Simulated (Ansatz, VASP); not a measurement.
## MoS2 in two plane-wave programs

Aim: how closely do two programs agree when they are given the same cell, functional and k mesh? The structure shown is the start of the Ansatz relaxation below; VASP solves that cell, so the two are compared at the walk's first step.

Program: Ansatz 0.2.0. Level of theory: plane waves, with VASP 6.6.1 beside it; single point at PBE. Results are calculated unless marked as measured.

## Step 1: Set-up

The cell holds 3 atoms: 1 Mo and 2 S. Its edges and angles: a = 3.171 Å, b = 3.171 Å, c = 29.915 Å, α = 90.0°, β = 90.0°, γ = 60.0°. It derives from MoS2. As first built, before any earlier steps moved the atoms (in the runner's words): one layer cut from layered MoS2 (space group R-3m). Vacuum lies along c. The height across the vacuum is the one that the program set for its solve, not the one typed.

## Step 2: Ansatz: relaxation, PBE

Ansatz runs on its default PAW (the set named soft_2) files.

The two programs are compared at the cell with which this relaxation starts, whose forces are those of its first step.

File input.yaml:

```yaml
crystal:
  lattice:
    - [3.171, 0.0, 0.0]
    - [1.5855, 2.74616656, 0.0]
    - [0.0, 0.0, 19.05749833]
  atoms:
    - { symbol: Mo, position: [0.33333333, 0.33333333, 0.5] }
    - { symbol: S, position: [0.0, 0.0, 0.41978227] }
    - { symbol: S, position: [0.66666667, 0.66666667, 0.58021773] }
  periodic: [true, true, false]
kpoints:
  mp_grid: { grid: [10, 10, 1] }
scf:
  occupations: { method: fermi_dirac, width: 0.05 }
hamiltonian:
  xc: pbe
  pseudopotentials: { kind: paw }
output:
  forces: true
  stress: true
relax:
  f_tol: 0.02
  max_steps: 50
  cell: {}
```

Command:

```sh
$ ansatz run input.yaml --threads 4 --pin off --max-ram 8192MiB --backend cpu --events-out ev --progress --plain --runs-dir out
```

Numbers of over 12 decimals in the logs are rounded to 6 here.

Log:

```text
Warning: crystal.periodic: the lattice vector that does not repeat stood 0.000° off the slab's normal, 19.057 Å along it as the deck builds it. The run solves the slab on a vector along the normal, 29.915 Å long, with every atom where it was (on the deck's vector they left 16.00 Å outside them, and the widest stretch free of ions among them is 1.53 Å). A fractional position that the run reports is one of the run's ce [...]
crystal.periodic: the lattice vector that does not repeat stood 0.000° off the slab's normal, 19.057 Å along it as the deck builds it. The run solves the slab on a vector along the normal, 29.915 Å long, with every atom where it was (on the deck's vector they left 16.00 Å outside them, and the widest stretch free of ions among them is 1.53 Å). A fractional position that the run reports is one of the run's cell, which [...]
Engine: ansatz 0.2.0, x86_64-unknown-linux-gnu
Pseudopotentials: kind: paw
Pseudopotential: Mo, paw, valence charge 14, recommended cutoff 420 eV (normal), Mo.paw.azcp
Pseudopotential: S, paw, valence charge 6, recommended cutoff 420 eV (normal), S.paw.azcp
Functional definition: PBE
  parameter kappa = 0.804
  parameter beta = 0.066725
  exchange = pbe_x(kappa = kappa, mu = beta*pi^2/3)
  correlation = pbe_c(beta = beta)
Crystal: 3 atoms, lattice volume = 260.503 Å³
Basis set: ecut = 420 eV, 5043 PW (Γ), exchange–correlation on 48×48×400 points (8 copies of the dense FFT grid, shifted against one another)
Bands: 17, of which v1, the nominal top of the filled ones, is band 13 counted from 1 (12 counted from 0)
Symmetry: 12 space group operations
Space group: P-3m1 (ITA 164), of the structure as read, at distance tolerance 6.4e-5 Å
k-points: 14 of 100
Non-local potential: Mo, projectors of the file, l = 0: 3, l = 1: 2, l = 2: 2, l = 3: 1
Non-local potential: S, projectors of the file, l = 0: 2, l = 1: 2, l = 2: 2
PAW form: soft (Blöchl's): semilocal exchange-correlation on the pseudo side does not see the compensation charge
PAW one-centre angular grid: Mo, 590 points (default); XC on 64 Gauss nodes
PAW one-centre angular grid: S, 110 points (default); XC on 64 Gauss nodes
Initial density: superposition of atomic densities (neutral atoms: chi_scale 0, normalization atom), corrected by the library's trained network
Initial wavefunctions: pseudopotential atomic-orbital guess
Functional: x = pbe(κ = 0.804, μ = 0.219515), c = pbe(β = 0.066725)
SCF iter   1: F=—  HF=-6761.921729 eV  |F-HF|=—  |Δ(HF+E_count)|=         —  Δρ=2.91e-3  dr2=1.47e-2  ethr=1.77e-3  ⟨swp⟩=14.7  Hψ=2382  notcnv=0
preconditioner: auto → LDOS  [insulator: Δε(μ)=0.398 eV  Ē_g=8.073 eV  σ=0.050 eV  W_gap=0.62  n_scr=16 (ndim 8)  ℏωp=9.8 eV  f_vac=0.767  D(μ)=1.15/eV (n_scr^D=8)  ε∞_Penn≈2.5  β→1.0]
SCF iter   2: F=—  HF=-6761.921770 eV  |F-HF|=—  |Δ(HF+E_count)|=   4.18e-5  Δρ=1.46e-3  dr2=6.31e-3  ethr=5.66e-5  ⟨swp⟩=3.1  Hψ=757  notcnv=0
SCF iter   3: F=—  HF=-6761.919754 eV  |F-HF|=—  |Δ(HF+E_count)|=   2.02e-3  Δρ=2.06e-4  dr2=1.85e-4  ethr=2.43e-5  ⟨swp⟩=3.4  Hψ=540  notcnv=0
SCF iter   4: F=—  HF=-6761.919750 eV  |F-HF|=—  |Δ(HF+E_count)|=   3.51e-6  Δρ=5.84e-5  dr2=9.66e-6  ethr=7.12e-7  ⟨swp⟩=3.6  Hψ=546  notcnv=0
SCF iter   5: F=—  HF=-6761.919615 eV  |F-HF|=—  |Δ(HF+E_count)|=   1.36e-4  Δρ=1.43e-5  dr2=5.19e-7  ethr=3.72e-8  ⟨swp⟩=2.8  Hψ=471  notcnv=0
SCF iter   6: F=-6761.919615 eV  HF=-6761.919615 eV  |F-HF|=8.29e-8  |Δ(HF+E_count)|=   3.06e-7  Δρ=3.28e-6  dr2=1.94e-8  ethr=3.85e-10  ⟨swp⟩=8.4  Hψ=1357  notcnv=0
SCF 1 converged in 6 iterations: F = -6761.919615 eV  dr2 = 1.94e-8
  greatest PAW one-centre occupation: 0.998 electrons in one spin orbital (limit 2), on the Mo atom at site 0 (counted from 0), in its partial waves of l = 0
relax step   1: F+E_penalty+E_count = -6761.91961490 eV  Δ(F+E_penalty+E_count) = +0.000e0 eV  max|allowed force component| = 1.101e0 eV/Å  Δτ_max = 0.0000 Å  P = +3.787 N/m  Ω = 260.503 Å³  fix = [c, alpha, beta]  reactions: c +0.000 N/m  (6 SCF iters, dr2 threshold 1.00e-7 eV, accepted)
[...]
relax step   2: F+E_penalty+E_count = -6761.99061273 eV  Δ(F+E_penalty+E_count) = -7.100e-2 eV  max|allowed force component| = 1.942e-1 eV/Å  Δτ_max = 0.0769 Å  P = -0.325 N/m  Ω = 261.680 Å³  energy of the carried Pulay correction = -2.980e-5 eV  fix = [c, alpha, beta]  reactions: c -0.000 N/m  (7 SCF iters, dr2 threshold 3.00e-7 eV, accepted)
[...]
relax step   3: F+E_penalty+E_count = -6761.99339546 eV  Δ(F+E_penalty+E_count) = -2.783e-3 eV  max|allowed force component| = 1.235e-2 eV/Å  Δτ_max = 0.0154 Å  P = -0.010 N/m  Ω = 262.751 Å³  energy of the carried Pulay correction = -5.681e-5 eV  fix = [c, alpha, beta]  reactions: c -0.000 N/m  (5 SCF iters, dr2 threshold 3.00e-7 eV, accepted)
[...]
relax step   4: F+E_penalty+E_count = -6761.99344704 eV  Δ(F+E_penalty+E_count) = -5.158e-5 eV  max|allowed force component| = 1.237e-2 eV/Å  Δτ_max = 0.0000 Å  P = -0.011 N/m  Ω = 262.751 Å³  fix = [c, alpha, beta]  reactions: c -0.000 N/m  stress off target by 1.05e-2 N/m on what of the cell is left free  SCF on the basis re-selected at this cell (its energy is not comparable with the rows above)  (5 SCF iters)
basis re-selected at this cell: Δ(F+E_penalty+E_count) = -5.158e-5 eV, ΔP = -0.001 N/m vs the last step (what re-selecting the basis moved, of the pressure what is left beyond the Pulay correction that the steps carried, after the strain that the cell walked since its last selection, with what the two solves' SCF thresholds leave and, on support functions, any second-order correction that the steps lacked; it is no m [...]
SCF converged after 5 iterations
Free energy (F): -6761.993447 eV
Harris-Foulkes:  -6761.993447 eV  (|F-HF|=6.03e-9)
Internal energy: -6761.984590 eV  (E = F + TS)
E sigma→0 (E₀):  -6761.989018 eV
Entropy (-TS):   -0.008857 eV (-2.952 meV/atom)
Fermi energy:    -5.105337 eV
--- Per-component energies (eV) ---
  E_band       = -576.406063
  E_kinetic    = 654.017597
  E_local      = -43794.632478  (includes V_loc(G=0)·N_el)
  E_nonlocal   = 199.328180
  E_hartree    = 21460.846680
  E_xc         = -377.420559
  E_vxc        = -403.522238  (∫ρ·V_xc dr)
  E_paw        = -4401.485895  (= ΣΔE_a)
  E_vpaw       = -153.290254  (= ΣTr[D̂ρ^β])
  E_aug_tail   = 0.000047  (compensation charges beyond the density's cutoff)
  E_ewald      = 19497.361838
  E_smearing   = -0.008857  (= −TS)
  E_closure    = 0.000000  (closes the sum)
  Σ components = -6761.993447   (vs F -6761.993447, Δ=0.00e0)
--- Forces (eV/Å), atoms counted from 1 ---
  atom   1  Mo     0.00000000     0.00000000     0.00000000
  atom   2  S      0.00000000     0.00000000     0.01236695
  atom   3  S      0.00000000    -0.00000000    -0.01236695
  max |Σ_I F_I| component: 4.63e-18 eV/Å
--- 2D stress c σ (N/m, compression-positive) ---
       -0.010510       0.000000      -0.000000
       -0.000000      -0.010510      -0.000000
       -0.000000      -0.000000      -0.000000
  P = ½ c Tr σ = -0.0105 N/m
--- Relaxed structure (3 steps of the walk, 3 accepted, 1 SCFs on fresh bases) ---
  F+E_penalty+E_count = -6761.99344704 eV   max|allowed force component| = 1.237e-2 eV/Å   (the final SCF, on the basis selected at the relaxed cell)
  cell:  # Å, volume = 262.7513 Å³
    - [3.184657, 0, 0]
    - [1.592328, 2.757994, 0]
    - [0, 0, 29.914997]
  atoms:
    - { symbol: Mo, position: [0.333333, 0.333333, 0.318527] }
    - { symbol: S, position: [-2.1531466599604367e-18, 0, 0.265369] }
    - { symbol: S, position: [0.666667, 0.666667, 0.371686] }
```

In the SCF lines HF is the Harris–Foulkes energy and dr2 the Hartree energy of the density residual, in eV; the loop may stop once dr2 is under the threshold and the program's other checks hold. Hψ counts applications of the Hamiltonian.

## Step 3: VASP: single point, PBE, start cell

The same cell, functional, mesh and smearing now go to VASP, with its own data sets.

Lines of VASP's logs that name or quote its potential files are left out, and so is its time.

File INCAR:

```
SYSTEM = MoS2
PREC = Accurate
ENCUT = 400
EDIFF = 1E-06
NELM = 120
ISMEAR = -1
SIGMA = 0.05
LREAL = .FALSE.
ALGO = Normal
GGA = PE
NBANDS = 19
LASPH = .TRUE.
LORBIT = 11
LWAVE = .FALSE.
LCHARG = .FALSE.
ISIF = 2
LDIPOL = .TRUE.
IDIPOL = 3
DIPOL = 0.5 0.5 0.319
LVHAR = .TRUE.
GGA_COMPAT = .FALSE.
NELMDL = -8
```

File POSCAR:

```
MoS2
1.0
    3.1710000000      0.0000000000      0.0000000000
    1.5855000000      2.7461670000      0.0000000000
    0.0000000000      0.0000000000     29.9149970000
Mo S
1 2
Direct
    0.3333333333      0.3333333333      0.3185274931
    0.0000000000      0.0000000000      0.2674243959
    0.6666666667      0.6666666667      0.3696305903
```

File KPOINTS:

```
Automatic mesh
0
Gamma
10 10 1
0 0 0
```

Potentials, in the order of the species: Mo_sv and S (PBE family, release 64).

Command:

```sh
$ mpirun -np 1 vasp_std
```

Log:

```text
[banner, memory and clock lines left out]
running    1 mpi-ranks, on    1 nodes
 distrk:  each k-point on    1 cores,    1 groups
 distr:  one band on    1 cores,    1 groups

 POSCAR found type information on POSCAR MoS
 POSCAR found :  2 types and       3 ions
 LDA part: xc-table for (Slater+PW92), standard interpolation
 POSCAR, INCAR and KPOINTS ok, starting setup
 FFT: planning ... GRIDC
 FFT: planning ... GRID_SOFT
 FFT: planning ... GRID
 WAVECAR not read
 entering main loop
       N       E                     dE             d eps       ncg     rms          rms(c)
DAV:   1     0.139265614720E+03    0.13927E+03   -0.11819E+04   756   0.840E+02
DAV:   2    -0.916701182743E+01   -0.14843E+03   -0.14470E+03   752   0.200E+02
DAV:   3    -0.223539244559E+02   -0.13187E+02   -0.13073E+02   727   0.546E+01
DAV:   4    -0.225085257425E+02   -0.15460E+00   -0.15350E+00   712   0.672E+00
DAV:   5    -0.225117976020E+02   -0.32719E-02   -0.32711E-02   748   0.948E-01
DAV:   6    -0.225119063463E+02   -0.10874E-03   -0.10874E-03   727   0.154E-01
DAV:   7    -0.225119117720E+02   -0.54257E-05   -0.54256E-05   748   0.308E-02
DAV:   8    -0.225119120765E+02   -0.30456E-06   -0.30414E-06   695   0.672E-03    0.250E+01
DAV:   9    -0.214358030049E+02    0.10761E+01   -0.14453E+01   555   0.216E+01    0.999E+00
DAV:  10    -0.213413856850E+02    0.94417E-01   -0.94236E+00   570   0.163E+01    0.692E+00
DAV:  11    -0.209538342968E+02    0.38755E+00   -0.20739E+00   556   0.798E+00    0.172E+00
DAV:  12    -0.209607601766E+02   -0.69259E-02   -0.86463E-02   665   0.169E+00    0.106E+00
DAV:  13    -0.209527844933E+02    0.79757E-02   -0.42854E-02   589   0.118E+00    0.156E-01
DAV:  14    -0.209525296813E+02    0.25481E-03   -0.13661E-03   633   0.237E-01    0.758E-02
[...]
DAV:  20    -0.209527945506E+02   -0.63471E-04   -0.40645E-06   564   0.103E-02    0.412E-03
DAV:  21    -0.209528226251E+02   -0.28075E-04   -0.10851E-06   505   0.469E-03    0.247E-03
DAV:  22    -0.209528427806E+02   -0.20155E-04   -0.13825E-06   534   0.370E-03    0.982E-04
DAV:  23    -0.209528499672E+02   -0.71866E-05   -0.18577E-07   475   0.161E-03    0.338E-04
DAV:  24    -0.209528550692E+02   -0.51020E-05   -0.12879E-07   450   0.997E-04    0.644E-04
DAV:  25    -0.209528579245E+02   -0.28553E-05   -0.70079E-08   447   0.699E-04    0.133E-04
DAV:  26    -0.209528589309E+02   -0.10065E-05   -0.15388E-08   435   0.408E-04    0.312E-04
DAV:  27    -0.209528593361E+02   -0.40515E-06   -0.38022E-09   335   0.272E-04
   1 F= -.20952859E+02 E0= -.20948117E+02  d E =-.948565E-02
```

Parts of OUTCAR (step 3):

```text
ion  position               nearest neighbor table
   1  0.333  0.333  0.319-   2 2.39   3 2.39   2 2.39   3 2.39   3 2.39   2 2.39
   2  0.000  0.000  0.267-   1 2.39   1 2.39   1 2.39
   3  0.667  0.667  0.370-   1 2.39   1 2.39   1 2.39

  LATTYP: Found a hexagonal cell.
 ALAT       =     3.1710003850
 C/A-ratio  =     9.4339304218

 Subroutine GETGRP returns: Found 12 space group operations
 (whereof  6 operations were pure point group operations)

The static configuration has the point symmetry C_3v.
 The point group associated with its full space group is D_3d.

 Found     14 irreducible k-points:

   k-points           NKPTS =     14   k-points in BZ     NKDIM =     14   number of bands    NBANDS=     19

   dimension x,y,z NGX =    24 NGY =   24 NGZ =  196
   dimension x,y,z NGXF=    48 NGYF=   48 NGZF=  392

   ENCUT  =  400.0 eV  29.40 Ry    5.42 a.u.   5.17  5.17 48.78*2*pi/ulx,y,z

   NELECT =      26.0000    total number of electrons

 k-points in reciprocal lattice and weights: Automatic mesh
   0.00000000  0.00000000  0.00000000       0.010
   0.10000000  0.00000000  0.00000000       0.060
   0.20000000  0.00000000  0.00000000       0.060
   0.30000000 -0.00000000  0.00000000       0.060
   0.40000000  0.00000000  0.00000000       0.060
   0.50000000  0.00000000  0.00000000       0.030
   0.20000000  0.10000000  0.00000000       0.060
   0.30000000  0.10000000  0.00000000       0.120
   0.40000000  0.10000000  0.00000000       0.120
[...]
-0.40000000  0.20000000  0.00000000       0.060
  -0.40000000  0.30000000  0.00000000       0.060

 dipolmoment           0.000000      0.000000     -0.000000 electrons x Angstroem

 average (electrostatic) potential at core
       1 -84.9570       2 -94.6140       3 -94.6140

 E-fermi :  -2.3762

 k-point     1 :       0.0000    0.0000    0.0000
  band No.  band energies     occupation
    ...
     11      -3.4825      2.00000
     12      -3.4825      2.00000
     13      -3.2246      2.00000
     14      -2.7409      1.99864
     15      -2.7409      1.99864
     16       1.0099      0.00000
     17       1.0099      0.00000
     18       2.1406      0.00000
     19       2.1594      0.00000

 k-point     2 :       0.1000    0.0000    0.0000
  band No.  band energies     occupation
    ...
     10      -5.0103      2.00000
     11      -4.3586      2.00000
     12      -4.0066      2.00000
     13      -3.3436      2.00000
     14      -2.3430      0.68003
     15      -2.2252      0.09313
     16       0.4973      0.00000
     17       0.9162      0.00000
     18       2.3586      0.00000
     19       2.3911      0.00000

 k-point     3 :       0.2000    0.0000    0.0000
  band No.  band energies     occupation
    ...
      9      -6.4136      2.00000
     10      -6.0715      2.00000
     11      -4.6088      2.00000
     12      -4.5021      2.00000
     13      -3.6256      2.00000
     14      -1.9514      0.00041
     15      -1.7418      0.00001
     16       0.0710      0.00000
     17       0.8536      0.00000
     18       2.9315      0.00000
    ...

  Total        1.9220528      1.9220534      3.2204480     -0.0000000      0.0000000      0.0000000
  in kB       11.8212594     11.8212633     19.8068186     -0.0000000      0.0000000      0.0000000
  external PRESSURE =      14.4831138 kB  Pullay stress =       0.0000000 kB

  energy-cutoff  :      400.00
  volume of cell :      260.50
      direct lattice vectors                 reciprocal lattice vectors
     3.171000000  0.000000000  0.000000000     0.315357931 -0.182071957  0.000000000
     1.585500000  2.746167000  0.000000000     0.000000000  0.364143914  0.000000000
     0.000000000  0.000000000 29.914997000     0.000000000  0.000000000  0.033428049

 POSITION                                       TOTAL-FORCE (eV/Angst)
 -----------------------------------------------------------------------------------
      1.58550      0.91539      9.52875        -0.000000      0.000000      0.000000
      0.00000      0.00000      8.00000         0.000000      0.000000     -1.093938
      3.17100      1.83078     11.05750        -0.000000      0.000000      1.093938
 -----------------------------------------------------------------------------------
    total drift:                                0.000000      0.000000     -0.000047

  FREE ENERGIE OF THE ION-ELECTRON SYSTEM (eV)
  ---------------------------------------------------
  free  energy   TOTEN  =       -20.9528593361 eV

  energy  without entropy=      -20.9433736903  energy(sigma->0) =      -20.94811651

 vacuum level on the upper side and lower side of the slab         2.631         2.631

 total charge
# of ion       s       p       d       tot
------------------------------------------
    1        2.305   6.236   3.954  12.495
    2        1.365   2.347   0.000   3.712
    3        1.365   2.347   0.000   3.712
--------------------------------------------------
tot          5.035  10.930   3.954  19.920

[... 3 further parts left out ...]
```

This run has no spin polarisation, so a moment on Mo, if there is one, isn't seen.

## Step 4: Side by side

Known differences besides the potentials themselves: Ansatz cuts the interaction across the vacuum, VASP repeats the sheet with a dipole correction; the cutoff is 420 eV in Ansatz and 400 eV in VASP. Total energies have different zeros and are not compared.

Forces (eV/Å; atoms numbered as in POSCAR):

```tsv
atom	Ansatz x, y, z	VASP x, y, z
Mo1	0.000, 0.000, 0.000	0.000, 0.000, 0.000
S2	0.000, 0.000, -1.101	0.000, 0.000, -1.094
S3	0.000, 0.000, 1.101	0.000, 0.000, 1.094
```

The forces differ by 3.3 meV/Å r.m.s., which is 0.6 % of the r.m.s. force of 0.516 eV/Å (both taken over all components). With vacuum in the cell, a pressure given here is an average over mostly empty space and none of the material.

## Step 5: Outcome

| Item | Value |
| --- | --- |
| r.m.s. force difference (single point, PBE, start cell) | 0.63 % of the r.m.s. force |

The r.m.s. force difference is 0.63 % of the r.m.s. force (single point, PBE, start cell), within the 3 % picked in this series as the mark of a large difference. 1 further run of this series is not shown here. Such differences can come from data sets, numerical settings and the points named under the comparisons, not from the functional's error against experiment.

[Lines on the potential files, build, host, timing and source positions are cut from VASP's logs without a mark.]

[Logs are printed without paths, hosts, clocks, repeated set-up lines and the standing remarks that a program may print on its own settings, such as how far it seeks lower states.]

[Hosts, paths, dates, database ids (printed as entryN), source tags and the programs' standing remarks are cut or masked in the printed files.]
